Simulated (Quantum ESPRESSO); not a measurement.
# Fe in Quantum ESPRESSO: convergence with density cutoff

Input of the first run (density cutoff 144 Ry); the others differ in this setting and in those tied to it:

Contents of pw.in:

```
&CONTROL
  calculation = 'scf'
  prefix = 'pwscf'
  outdir = './tmp'
  pseudo_dir = './pseudo'
  tprnfor = .true.
  tstress = .true.
  disk_io = 'nowf'
/
&SYSTEM
  ibrav = 0
  nat = 1
  ntyp = 1
  ecutwfc = 36
  ecutrho = 144
  nbnd = 17
  occupations = 'smearing'
  smearing = 'fd'
  degauss = 0.00367493
  nspin = 2
  starting_magnetization(1) = 0.1875
/
&ELECTRONS
  conv_thr = 2d-10
  electron_maxstep = 120
  mixing_beta = 0.3
/
ATOMIC_SPECIES
Fe    55.8450 Fe.GGA_PBE-JTH.UPF
CELL_PARAMETERS angstrom
   0.0000000000    1.9417396906    1.9651051623
   1.4984397099    0.0000000000    1.9651051623
   1.4984397099    1.9417396906    0.0000000000
ATOMIC_POSITIONS crystal
Fe     0.0000000000    0.0000000000    0.0000000000
K_POINTS automatic
13 13 13 0 0 0
```

Potentials or basis: JTH 2.0 PBE.

Launch:

```console
$ OMP_NUM_THREADS=1 pw.x -in pw.in > pw.out
```

Hardware: 1 thread of Arm Neoverse V2 (shared host).

Problem. The values tried are 144 Ry, 180 Ry, 216 Ry, 252 Ry, 288 Ry, 360 Ry, 432 Ry, 576 Ry, loosest first. From which on does the energy stay within 1 meV/atom of the tightest run that finished?

Solution. From 216 Ry on.

| density cutoff | energy less the tightest run, at zero smearing (meV/atom) | SCF cycles | CPU time (s) | peak memory (GiB) |
| --- | --- | --- | --- | --- |
| 144 Ry | -5.71 | 13 | 51 | 0.12 |
| 180 Ry | -1.50 | 13 | 51 | 0.12 |
| 216 Ry | 0.25 | 13 | 51 | 0.12 |
| 252 Ry | -0.14 | 13 | 52 | 0.12 |
| 288 Ry | 0.34 | 13 | 52 | 0.12 |
| 360 Ry | 0.30 | 13 | 52 | 0.12 |
| 432 Ry | 0.17 | 13 | 54 | 0.13 |
| 576 Ry | 0.00 | 13 | 56 | 0.14 |

The tightest run that finished is the yardstick and may itself not be fully converged.
